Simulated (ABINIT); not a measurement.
Write the native input for ABINIT 10.8.3 (patched build) that does the following.

```
Task                                            : single point
Functional                                      : PBEsol
Potentials or basis                             : JTH PAW PBE v2.0
Cutoff                                          : 544 eV
k mesh                                          : 6 × 6 × 6
Occupations                                     : fermi-dirac, width 0.05 eV
Spin                                            : no spin polarisation
Fine-grid cutoff                                : 1088.46 eV
Exchange and correlation inside the PAW spheres : full angular mesh (pawxcdev 0, this build's default; the released program takes 1)
```

The system is ZnSe (Stilleite).

```xyz
2
Lattice="0.0000 2.8338 2.8338 2.8338 0.0000 2.8338 2.8338 2.8338 0.0000" Properties=species:S:1:pos:R:3 pbc="T T T"
Se    4.2507    4.2507    4.2507
Zn    0.0000    0.0000    0.0000
```

The input as run:

run.abi

```
# Pseudopotentials
pp_dirpath "./"
pseudos "Se.GGA_PBE-JTH.xml, Zn.GGA_PBE-JTH.xml"

# Structure
acell 3*1.0
rprim
     0.0000000000     5.3551058920     5.3551058920
     5.3551058920     0.0000000000     5.3551058920
     5.3551058920     5.3551058920     0.0000000000
ntypat 2
znucl 34 30
natom 2
typat 1 2
xcart
     8.0326588379     8.0326588379     8.0326588379
     0.0000000000     0.0000000000     0.0000000000

# Plane-wave basis
ecut 544.227725 eV
pawecutdg 40.0

# k points
kptopt 1
ngkpt 6 6 6
nshiftk 1
shiftk 0.0 0.0 0.0

# Exchange and correlation
ixc -116133

# Bands and occupations
nband 13
occopt 3
tsmear 0.05 eV

# SCF cycle
nstep 100
tolvrs 1.0e-9

# Output
iomode 3
prtwf 0
prtden 0
prteig 0
prtebands 0
prtvol 2
```

Potentials or basis: JTH PAW PBE v2.0.

Launch:

```console
$ abinit run.abi > log 2>&1
```

Results of the run:

* Band gap on the k mesh: 1.17 eV, direct
* Valence electrons inside the program's atomic spheres: Se 4.01; Zn 10.77

Wall time 22 s on 1 thread of Arm Neoverse V1, with other jobs on the host, peak memory 0.11 GiB.
